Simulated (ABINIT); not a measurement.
# BN (F-43m) in ABINIT: a series of runs

Aim: see how the results for BN move with the level of theory and the settings. Levels: PBEsol, r2SCAN, RPBE+D3, rPW86PBE. Tasks: equation of state, band structure.

Everything below comes from runs of ABINIT 10.8.3 (patched build). Logs are shortened: lines on timing, memory, paths and dates and some standing lists are left out, and cuts for length are marked. The log counts tension as positive stress, the text compression.

**Measured values to compare with.**

“Effect of nanostructuration on compressibility of cubic BN”, 2012, arxiv:1208.3664 quotes, for a bulk crystal of BN at 300 K: bulk modulus 395 ± 2 GPa.

From a printed reference work, monograph, for a bulk crystal of BN at 300 K: band gap 6.4 eV (indirect).

How close the calculation comes is told below.

### 1 The crystal as given

Symmetry: F-43m, No. 216, cubic system. The conventional cell has a = 3.626 Å, b = 3.626 Å, c = 3.626 Å, α = 90.00°, β = 90.00°, γ = 90.00°. N (site symmetry -43m) has 4 B at 1.57 Å as nearest neighbours. B (site symmetry -43m) is surrounded by 4 N at 1.57 Å.

The cell is a database's computed one.

### 2 Equation of state, PBEsol

File run.abi:

```
ndtset 7
getwfk -1
scalecart1 3*0.9795861087
scalecart2 3*0.9864848297
scalecart3 3*0.9932883884
scalecart4 3*1.0000000000
scalecart5 3*1.0066227096
scalecart6 3*1.0131594038
scalecart7 3*1.0196128224

pp_dirpath "./"
pseudos "N.GGA_PBE-JTH.xml, B.GGA_PBE-JTH.xml"

acell 3*1.0 Angstrom
rprim
     0.0000000000     1.8130010000     1.8130010000
     1.8130010000     0.0000000000     1.8130010000
     1.8130010000     1.8130010000     0.0000000000
ntypat 2
znucl 7 5
natom 2
typat 1 2
xred
     0.2500000000     0.2500000000     0.2500000000
     0.0000000000     0.0000000000     0.0000000000

ecut 870.764360 eV
pawecutdg 54.0

kptopt 1
ngkpt 13 13 13
nshiftk 1
shiftk 0.0 0.0 0.0

ixc -116133

nband 8
occopt 3
tsmear 0.00183747

nstep 100
tolvrs 1.0e-9

iomode 3
prtwf 1
prtden 0
prteig 0
prtebands 0
enunit 1
```

Potentials or basis: JTH PAW PBE v2.0.

The run is started by

```console
> abinit run.abi > log 2>&1
```

run.abo:

```text
.Version 10.8.3 of ABINIT
 DATASET    1 : space group F-4 3 m (#216); Bravais cF (face-center cubic)
================================================================================
 Values of the parameters that define the memory need for DATASET  1.
     intxc =       0    ionmov =       0      iscf =      17    lmnmax =       8
     lnmax =       4     mgfft =      27  mpssoang =       2    mqgrid =    3001
     natom =       2  nloc_mem =       2    nspden =       1   nspinor =       1
    nsppol =       1      nsym =      24    n1xccc =       1    ntypat =       2
    occopt =       3   xclevel =       2
       mpw =         666          nfft =       19683          nkpt =          84
 PAW method is used; the additional fine FFT grid is defined by:
   mgfftf=        32    nfftf =     32768
================================================================================
================================================================================
[... 71 lines left out ...]
 DATASET    7 : space group F-4 3 m (#216); Bravais cF (face-center cubic)
================================================================================
 Values of the parameters that define the memory need for DATASET  7.
     intxc =       0    ionmov =       0      iscf =      17    lmnmax =       8
     lnmax =       4     mgfft =      27  mpssoang =       2    mqgrid =    3001
     natom =       2  nloc_mem =       2    nspden =       1   nspinor =       1
    nsppol =       1      nsym =      24    n1xccc =       1    ntypat =       2
    occopt =       3   xclevel =       2
       mpw =         751          nfft =       19683          nkpt =          84
 PAW method is used; the additional fine FFT grid is defined by:
   mgfftf=        36    nfftf =     46656
================================================================================
================================================================================

--------------------------------------------------------------------------------
------------- Echo of variables that govern the present computation ------------
--------------------------------------------------------------------------------
 -outvars: echo values of preprocessed input variables --------
            acell      1.8897261259E+00  1.8897261259E+00  1.8897261259E+00 Bohr
              amu      1.40067400E+01  1.08110000E+01
             ecut      3.20000000E+01 Hartree
           enunit           1
           getwfk          -1
                       outvar_i_n : Printing only first  50 k-points.
              ixc     -116133
           jdtset        1    2    3    4    5    6    7
                       outvar_i_n : Printing only first  50 k-points.
         kptrlatt       13    0    0      0   13    0      0    0   13
          kptrlen1     6.17018064E+01
          kptrlen2     6.21363405E+01
          kptrlen3     6.25648805E+01
          kptrlen4     6.29876290E+01
          kptrlen5     6.34047778E+01
          kptrlen6     6.38165087E+01
          kptrlen7     6.42229942E+01
            natom           2
            nband           8
           ndtset           7
            ngfft          27      27      27
          ngfftdg1         32      32      32
          ngfftdg2         32      32      32
          ngfftdg3         32      32      32
          ngfftdg4         36      36      36
          ngfftdg5         36      36      36
          ngfftdg6         36      36      36
          ngfftdg7         36      36      36
             nkpt          84
            nstep         100
             nsym          24
           ntypat           2
                       prtocc : prtvol=0, do not print more k-points.
           occopt           3
        pawecutdg      5.40000000E+01 Hartree
         pawxcdev           0
           prtden           0
        prtebands           0
           prteig           0
            rprim1     0.0000000000E+00  1.7759905947E+00  1.7759905947E+00
                       1.7759905947E+00  0.0000000000E+00  1.7759905947E+00
                       1.7759905947E+00  1.7759905947E+00  0.0000000000E+00
            rprim2     0.0000000000E+00  1.7884979827E+00  1.7884979827E+00
                       1.7884979827E+00  0.0000000000E+00  1.7884979827E+00
                       1.7884979827E+00  1.7884979827E+00  0.0000000000E+00
            rprim3     0.0000000000E+00  1.8008328415E+00  1.8008328415E+00
                       1.8008328415E+00  0.0000000000E+00  1.8008328415E+00
                       1.8008328415E+00  1.8008328415E+00  0.0000000000E+00
            rprim4     0.0000000000E+00  1.8130010000E+00  1.8130010000E+00
                       1.8130010000E+00  0.0000000000E+00  1.8130010000E+00
                       1.8130010000E+00  1.8130010000E+00  0.0000000000E+00
            rprim5     0.0000000000E+00  1.8250079791E+00  1.8250079791E+00
                       1.8250079791E+00  0.0000000000E+00  1.8250079791E+00
                       1.8250079791E+00  1.8250079791E+00  0.0000000000E+00
            rprim6     0.0000000000E+00  1.8368590122E+00  1.8368590122E+00
                       1.8368590122E+00  0.0000000000E+00  1.8368590122E+00
                       1.8368590122E+00  1.8368590122E+00  0.0000000000E+00
            rprim7     0.0000000000E+00  1.8485590666E+00  1.8485590666E+00
                       1.8485590666E+00  0.0000000000E+00  1.8485590666E+00
                       1.8485590666E+00  1.8485590666E+00  0.0000000000E+00
          spgroup         216
           tolvrs      1.00000000E-09
           tsmear      1.83747000E-03 Hartree
            typat      1  2
           useylm           1
                       outvars : Printing only first  50 k-points.
           xangst1     8.8799529733E-01  8.8799529733E-01  8.8799529733E-01
                       0.0000000000E+00  0.0000000000E+00  0.0000000000E+00
           xangst2     8.9424899137E-01  8.9424899137E-01  8.9424899137E-01
                       0.0000000000E+00  0.0000000000E+00  0.0000000000E+00
           xangst3     9.0041642073E-01  9.0041642073E-01  9.0041642073E-01
                       0.0000000000E+00  0.0000000000E+00  0.0000000000E+00
           xangst4     9.0650050000E-01  9.0650050000E-01  9.0650050000E-01
                       0.0000000000E+00  0.0000000000E+00  0.0000000000E+00
           xangst5     9.1250398956E-01  9.1250398956E-01  9.1250398956E-01
                       0.0000000000E+00  0.0000000000E+00  0.0000000000E+00
           xangst6     9.1842950612E-01  9.1842950612E-01  9.1842950612E-01
                       0.0000000000E+00  0.0000000000E+00  0.0000000000E+00
           xangst7     9.2427953331E-01  9.2427953331E-01  9.2427953331E-01
                       0.0000000000E+00  0.0000000000E+00  0.0000000000E+00
            xcart1     1.6780679130E+00  1.6780679130E+00  1.6780679130E+00
                       0.0000000000E+00  0.0000000000E+00  0.0000000000E+00
            xcart2     1.6898856821E+00  1.6898856821E+00  1.6898856821E+00
                       0.0000000000E+00  0.0000000000E+00  0.0000000000E+00
            xcart3     1.7015404344E+00  1.7015404344E+00  1.7015404344E+00
                       0.0000000000E+00  0.0000000000E+00  0.0000000000E+00
            xcart4     1.7130376780E+00  1.7130376780E+00  1.7130376780E+00
                       0.0000000000E+00  0.0000000000E+00  0.0000000000E+00
            xcart5     1.7243826291E+00  1.7243826291E+00  1.7243826291E+00
                       0.0000000000E+00  0.0000000000E+00  0.0000000000E+00
            xcart6     1.7355802325E+00  1.7355802325E+00  1.7355802325E+00
                       0.0000000000E+00  0.0000000000E+00  0.0000000000E+00
            xcart7     1.7466351817E+00  1.7466351817E+00  1.7466351817E+00
                       0.0000000000E+00  0.0000000000E+00  0.0000000000E+00
             xred      2.5000000000E-01  2.5000000000E-01  2.5000000000E-01
                       0.0000000000E+00  0.0000000000E+00  0.0000000000E+00
            znucl        7.00000    5.00000

================================================================================

 chkinp: Checking input parameters for consistency, jdtset=   1.

 chkinp: Checking input parameters for consistency, jdtset=   2.

 chkinp: Checking input parameters for consistency, jdtset=   3.

 chkinp: Checking input parameters for consistency, jdtset=   4.
[... 27 lines left out ...]
 getcut: wavevector=  0.0000  0.0000  0.0000  ngfft=  27  27  27
         ecut(hartree)=     32.000   => boxcut(ratio)=   2.15437

 Fine grid specifications (used for densities):

 getcut: wavevector=  0.0000  0.0000  0.0000  ngfft=  32  32  32
         ecut(hartree)=     54.000   => boxcut(ratio)=   2.03814

--- Pseudopotential description ------------------------------------------------
- pspini: atom type   1  psp file is ./N.GGA_PBE-JTH.xml
 Pseudopotential format is: paw10
 basis_size (lnmax)=  4 (lmn_size=  8), orbitals=   0   0   1   1
 Spheres core radius: rc_sph= 1.20497474
 Shapefunction is SIN type: shapef(r)=[sin(pi*r/rshp)/(pi*r/rshp)]**2
 Radius for shape functions =  1.00243812
 Compensation charge density is not taken into account in XC energy/potential

- pspini: atom type   2  psp file is ./B.GGA_PBE-JTH.xml
 Pseudopotential format is: paw10
 basis_size (lnmax)=  4 (lmn_size=  8), orbitals=   0   0   1   1
 Spheres core radius: rc_sph= 1.70616958
 Shapefunction is SIN type: shapef(r)=[sin(pi*r/rshp)/(pi*r/rshp)]**2
 Radius for shape functions =  1.40269776
 Compensation charge density is not taken into account in XC energy/potential

   5.83076110E+01                                ecore*ucvol(ha*bohr**3)
--------------------------------------------------------------------------------

[... 7 lines left out ...]

     iter   Etot(hartree)      deltaE(h)  residm     nres2
 ETOT  1  -12.950685075752    -1.295E+01 6.809E-01 2.076E+01
 ETOT  2  -12.945837599587     4.847E-03 1.379E-02 3.028E+00
 ETOT  3  -12.943152045476     2.686E-03 1.080E-03 2.918E-01
 ETOT  4  -12.942905391484     2.467E-04 1.161E-03 5.510E-03
 ETOT  5  -12.942913733950    -8.342E-06 5.484E-05 1.112E-03
 ETOT  6  -12.942914118866    -3.849E-07 5.485E-05 1.844E-05
 ETOT  7  -12.942914115445     3.422E-09 3.162E-06 4.288E-07
 ETOT  8  -12.942914115781    -3.367E-10 3.110E-06 9.562E-08
 ETOT  9  -12.942914115705     7.600E-11 1.903E-07 3.012E-09
 ETOT 10  -12.942914115703     2.535E-12 1.864E-07 1.964E-11
[... 1186 lines left out ...]
 Cartesian components of stress tensor (hartree/bohr^3)
  sigma(1 1)=  8.59517352E-04  sigma(3 2)=  0.00000000E+00
  sigma(2 2)=  8.59517352E-04  sigma(3 1)=  0.00000000E+00
  sigma(3 3)=  8.59517352E-04  sigma(2 1)=  0.00000000E+00

-Cartesian components of stress tensor (GPa)         [Pressure= -2.5288E+01 GPa]
- sigma(1 1)=  2.52878736E+01  sigma(3 2)=  0.00000000E+00
- sigma(2 2)=  2.52878736E+01  sigma(3 1)=  0.00000000E+00
- sigma(3 3)=  2.52878736E+01  sigma(2 1)=  0.00000000E+00

== END DATASET(S) ==============================================================
================================================================================

 -outvars: echo values of variables after computation  --------
            acell      1.8897261259E+00  1.8897261259E+00  1.8897261259E+00 Bohr
           etotal1    -1.2942914116E+01
           etotal2    -1.2943713005E+01
           etotal3    -1.2944030719E+01
           etotal4    -1.2943907101E+01
           etotal5    -1.2943387459E+01
           etotal6    -1.2942504970E+01
           etotal7    -1.2941292533E+01
            fcart1     1.0028814992E-29  1.0028814992E-29 -3.0086444977E-29
                      -1.0028814992E-29 -1.0028814992E-29  3.0086444977E-29
            fcart2     9.3362635544E-30  9.3362635544E-30 -2.8008790663E-29
                      -9.3362635544E-30 -9.3362635544E-30  2.8008790663E-29
            fcart3    -0.0000000000E+00 -0.0000000000E+00 -0.0000000000E+00
                      -0.0000000000E+00 -0.0000000000E+00 -0.0000000000E+00
            fcart4     6.1400549083E-31  6.1400549083E-31 -1.8420164725E-30
                      -6.1400549083E-31 -6.1400549083E-31  1.8420164725E-30
            fcart5    -2.4398634562E-30 -2.4398634562E-30  7.3195903686E-30
                       2.4398634562E-30  2.4398634562E-30 -7.3195903686E-30
            fcart6    -2.4241219636E-30 -2.4241219636E-30  7.2723658907E-30
                       2.4241219636E-30  2.4241219636E-30 -7.2723658907E-30
            fcart7    -0.0000000000E+00 -0.0000000000E+00 -0.0000000000E+00
                      -0.0000000000E+00 -0.0000000000E+00 -0.0000000000E+00
            rprim1     0.0000000000E+00  1.7759905947E+00  1.7759905947E+00
[... 30 lines left out ...]
           strten6     6.6429906140E-04  6.6429906140E-04  6.6429906140E-04
                       0.0000000000E+00  0.0000000000E+00  0.0000000000E+00
           strten7     8.5951735217E-04  8.5951735217E-04  8.5951735217E-04
                       0.0000000000E+00  0.0000000000E+00  0.0000000000E+00
           xangst1     8.8799529733E-01  8.8799529733E-01  8.8799529733E-01
                       0.0000000000E+00  0.0000000000E+00  0.0000000000E+00
           xangst2     8.9424899137E-01  8.9424899137E-01  8.9424899137E-01
                       0.0000000000E+00  0.0000000000E+00  0.0000000000E+00
           xangst3     9.0041642073E-01  9.0041642073E-01  9.0041642073E-01
                       0.0000000000E+00  0.0000000000E+00  0.0000000000E+00
           xangst4     9.0650050000E-01  9.0650050000E-01  9.0650050000E-01
                       0.0000000000E+00  0.0000000000E+00  0.0000000000E+00
           xangst5     9.1250398956E-01  9.1250398956E-01  9.1250398956E-01
                       0.0000000000E+00  0.0000000000E+00  0.0000000000E+00
           xangst6     9.1842950612E-01  9.1842950612E-01  9.1842950612E-01
                       0.0000000000E+00  0.0000000000E+00  0.0000000000E+00
           xangst7     9.2427953331E-01  9.2427953331E-01  9.2427953331E-01
                       0.0000000000E+00  0.0000000000E+00  0.0000000000E+00
             xred      2.5000000000E-01  2.5000000000E-01  2.5000000000E-01
                       0.0000000000E+00  0.0000000000E+00  0.0000000000E+00
 Calculation completed.
```

Wall time 1.7 min (1 thread of Arm Neoverse V1, shared host); peak memory 0.13 GiB.

Results:

```
Equilibrium volume                      : 5.86 Å³/atom
Bulk modulus                            : 387 GPa
Pressure derivative of the bulk modulus : 3.7
```

Energy against volume, from the lowest point:
| volume (Å³/atom) | energy (meV/atom) |
| --- | --- |
| 5.602 | 15.19 |
| 5.721 | 4.32 |
| 5.840 | 0.00 |
| 5.959 | 1.68 |
| 6.078 | 8.75 |
| 6.198 | 20.76 |
| 6.317 | 37.25 |

Caveat: pressures at fixed basis lie under the slope of the energies; the PAW data sets were made with another functional, which shifts forces and pressure a little; the atomic spheres overlap.

### 3 Equation of state, PBEsol

File run.abi:

```
ndtset 7
getwfk -1
scalecart1 3*0.9795861087
scalecart2 3*0.9864848297
scalecart3 3*0.9932883884
scalecart4 3*1.0000000000
scalecart5 3*1.0066227096
scalecart6 3*1.0131594038
scalecart7 3*1.0196128224

pp_dirpath "./"
pseudos "N.upf, B.upf"

acell 2.5639706028 2.5639706028 2.5639706028 Angstrom
rprim
     0.0000000000     0.7071067812     0.7071067812
     0.7071067812     0.0000000000     0.7071067812
     0.7071067812     0.7071067812     0.0000000000
ntypat 2
znucl 7 5
natom 2
typat 1 2
xred
     0.2500000000     0.2500000000     0.2500000000
     0.0000000000     0.0000000000     0.0000000000

ecut 1142.878222 eV

kptopt 1
ngkpt 13 13 13
nshiftk 1
shiftk 0.0 0.0 0.0

ixc -116133

nband 8
occopt 3
tsmear 0.00183747

nstep 100
tolvrs 1.0e-10

iomode 3
prtwf 1
prtden 0
prteig 0
prtebands 0
```

Potentials or basis: PseudoDojo NC SR PBEsol v0.4 stringent.

The run is started by

```console
> abinit run.abi > log 2>&1
```

Wall time 94 s (1 thread of Arm Neoverse V1, shared host); peak memory 0.1 GiB.

It converged, with:

```
Equilibrium volume                      : 5.87 Å³/atom
Bulk modulus                            : 385 GPa
Pressure derivative of the bulk modulus : 3.7
```

Energy against volume, from the lowest point:
```csv
volume (Å³/atom),energy (meV/atom)
5.602,15.56
5.721,4.51
5.840,0.00
5.959,1.45
6.078,8.33
6.198,20.13
6.317,36.43
```

Caveat: pressures at fixed basis lie under the slope of the energies.

### 4 Band structure, r2SCAN

File run.abi:

```
# Datasets: ground state, then fixed potential
ndtset 2

# Pseudopotentials
pp_dirpath "./"
pseudos "N_ONCV_PBE-1.2.upf, B_ONCV_PBE-1.2.upf"

# Structure
acell 4.8452022309 4.8452022309 4.8452022309
rprim
     0.0000000000     0.7071067812     0.7071067812
     0.7071067812     0.0000000000     0.7071067812
     0.7071067812     0.7071067812     0.0000000000
ntypat 2
znucl 7 5
natom 2
typat 1 2
xred
     0.2500000000     0.2500000000     0.2500000000
     0.0000000000     0.0000000000     0.0000000000

# Plane-wave basis
ecut 50.0

# Exchange and correlation
ixc -497498
usekden 1

# Bands and occupations
occopt 3
tsmear 0.00183747

# SCF cycle
nstep 100

# Output
iomode 3
prtwf 0
prteig 0
prtebands 0
enunit 1
prtden1 1
prtkden1 1
prtvha1 1
prtvclmb1 1
prtpot1 1
prtelf1 1

# Dataset 1
kptopt1 1
ngkpt1 13 13 13
nshiftk1 1
shiftk1 0.0 0.0 0.0
nband1 8
tolvrs1 1.0e-9

# Dataset 2: bands along G-X-W-K-G-L-U-W-L-K
iscf2 -2
getden2 1
getkden2 1
nband2 14
nbdbuf2 4
tolwfr2 1.0e-11
kptopt2 -9
ndivsm2 8
prteig2 1
prtvol2 -3
kptbounds2
     0.0000000000     0.0000000000     0.0000000000
     0.5000000000     0.0000000000     0.5000000000
     0.5000000000     0.2500000000     0.7500000000
     0.3750000000     0.3750000000     0.7500000000
     0.0000000000     0.0000000000     0.0000000000
     0.5000000000     0.5000000000     0.5000000000
     0.6250000000     0.2500000000     0.6250000000
     0.5000000000     0.2500000000     0.7500000000
     0.5000000000     0.5000000000     0.5000000000
     0.3750000000     0.3750000000     0.7500000000
```

Potentials or basis: SG15 NC PBE v1.2.

The run is started by

```console
> abinit run.abi > log 2>&1
```

Wall time 2.8 min (1 thread of Arm Neoverse V1, shared host); peak memory 0.11 GiB.

Results (log left out):

```yaml
Free_energy: -350.1291 eV
Pressure: -5.6 GPa
Band_gap_on_the_k_mesh: 5.04 eV, indirect (least direct gap 9.47 eV)
Band_gap_along_the_path: 4.97 eV, indirect (least direct gap 9.47 eV)
All_electrons_inside_the_program's_atomic_spheres: N 5.75; B 3.24
```

Levels at the corners of the path, in eV from the valence-band top:
```
point  band 1  band 2  band 3  band 4  band 5  band 6  band 7  band 8  band 9
    Γ  -21.32    0.00    0.00    0.00    9.47    9.47    9.47   10.60   25.74
    X  -15.69   -9.34   -5.09   -5.09    4.97    9.72   19.09   19.09   21.99
    W  -15.41   -8.04   -7.16   -6.65   10.36   14.05   15.26   15.48   20.56
    K  -15.63   -8.55   -7.85   -4.23    7.47   13.55   16.85   17.67   19.77
    Γ  -21.32    0.00    0.00    0.00    9.47    9.47    9.47   10.60   25.74
    L  -17.09  -11.06   -2.02   -2.02   10.46   11.45   11.45   16.30   24.69
    U  -15.63   -8.55   -7.85   -4.23    7.47   13.55   16.85   17.67   19.77
    W  -15.41   -8.04   -7.16   -6.65   10.36   14.05   15.26   15.48   20.56
    L  -17.09  -11.06   -2.02   -2.02   10.46   11.45   11.45   16.30   24.69
    K  -15.63   -8.55   -7.85   -4.23    7.47   13.55   16.85   17.67   19.77
```

Caveat: a meta-GGA on norm-conserving files made for a GGA shifts volumes by about 1 %; the potentials were made for another functional, which shifts forces and pressure.

(Part 1 of 2 ends here.)
